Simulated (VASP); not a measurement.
# SrO: kinetic-energy density

SrO, Fm-3m (no. 225), 2 atoms in the cell. PBE; PAW potentials Sr_sv, O (PBE set).

## Input

INCAR:
```
SYSTEM = SrO
PREC = Accurate ; ENCUT = 520
EDIFF = 1E-7 ; ISMEAR = 0
SIGMA = 0.02 ; LREAL = .FALSE.
LASPH = .TRUE. ; ALGO = Normal
NELM = 100 ; ISIF = 2
LWAVE = .FALSE. ; LCHARG = .TRUE.
LTAU = .TRUE.
```

KPOINTS:
```
k-points
0
Gamma
  8 8 8
```

POSCAR:
```
SrO
1.0
    0.0000000000      2.5663000000      2.5663000000
    2.5663000000      0.0000000000      2.5663000000
    2.5663000000      2.5663000000      0.0000000000
Sr O
1 1
Direct
    0.5000000000      0.5000000000      0.5000000000
    0.0000000000      0.0000000000      0.0000000000
```

Commands:
```
cat potpaw_PBE.64/Sr_sv/POTCAR potpaw_PBE.64/O/POTCAR > POTCAR
mpirun -np 1 vasp_std > vasp.out
```

## Result

- Kinetic energy of the pseudo orbitals (eV): 406.19

VASP 6.6.1 took 9.7 s on 1 core (AMD EPYC 9R45 (Zen 5)), a shared host.
